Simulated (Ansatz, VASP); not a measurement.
**Al: VASP and Ansatz over several settings**

```xyz
1
Lattice="0.0000 1.9835 1.9835 1.9835 0.0000 1.9835 1.9835 1.9835 0.0000" Properties=species:S:1:pos:R:3 pbc="T T T"
Al    0.0000    0.0000    0.0000
```

Single points on this cell with VASP 6.6.1 and Ansatz 0.2.0. Each row is one pair of runs. Alike in all rows: spin: off.

| level | k mesh | smearing | VASP's potentials, cutoff | Ansatz's potentials, cutoff | gap on the k mesh at the Fermi level (eV), VASP | gap on the k mesh at the Fermi level (eV), Ansatz | pressure (GPa), VASP | pressure (GPa), Ansatz |
| --- | --- | --- | --- | --- | --- | --- | --- | --- |
| r2SCAN+D4 | 11 × 11 × 11 | fermi-dirac, width 0.05 eV | VASP PAW PBE potentials, release 64 (Al), 520 eV | Ansatz PAW, 500 eV | none | none | 0.6 | 0.9 |
| RPBE+D3(BJ) | 11 × 11 × 11 | tetrahedron | VASP PAW PBE potentials, release 64 (Al), 520 eV | Ansatz PAW, 420 eV | none | none | -15.9 | -15.7 |
| r2SCANh | 6 × 6 × 6 | fermi-dirac, width 0.05 eV | VASP PAW PBE potentials, release 64 (Al), 520 eV | Ansatz PAW, 500 eV | none | none | 1.9 | 2.2 |
| LDA | 11 × 11 × 11 | fermi-dirac, width 0.05 eV | VASP PAW LDA potentials, release 64 (Al), 520 eV | Ansatz PAW, 420 eV | none | none | 1.3 | 1.2 |
| PBE+D4 | 11 × 11 × 11 | fermi-dirac, width 0.05 eV | VASP PAW PBE potentials, release 64 (Al), 520 eV | Ansatz PAW, 420 eV | none | none | 1.4 | 1.5 |
| PBEsol+D4 | 11 × 11 × 11 | fermi-dirac, width 0.05 eV | VASP PAW PBE potentials, release 64 (Al), 520 eV | Ansatz PAW, 420 eV | none | none | 1.4 | 1.3 |

Pressure (GPa): the two programs differ by at most 0.35.

A gap of «none» marks a metal or a gap that the smearing closes.

Caveats: pairwise dispersion overbinds metals, which lowers pressure and volume (some rows); the k mesh is coarse (spacing up to 0.46 Å⁻¹), so the values aren't converged, least of all with exact exchange (some rows); the PAW data sets were made with another functional, which shifts forces and pressure a little (VASP); so large a pressure means that the cell lies far from this level's equilibrium, or that cutoff or potentials fall short (VASP); the potentials were made for another functional, which shifts forces and pressure (VASP); tetrahedron occupations give inexact forces and stress in metals (VASP); the PAW data sets come from PBE, with cores solved anew for the run's functional, which leaves a small shift of forces and pressure (Ansatz).
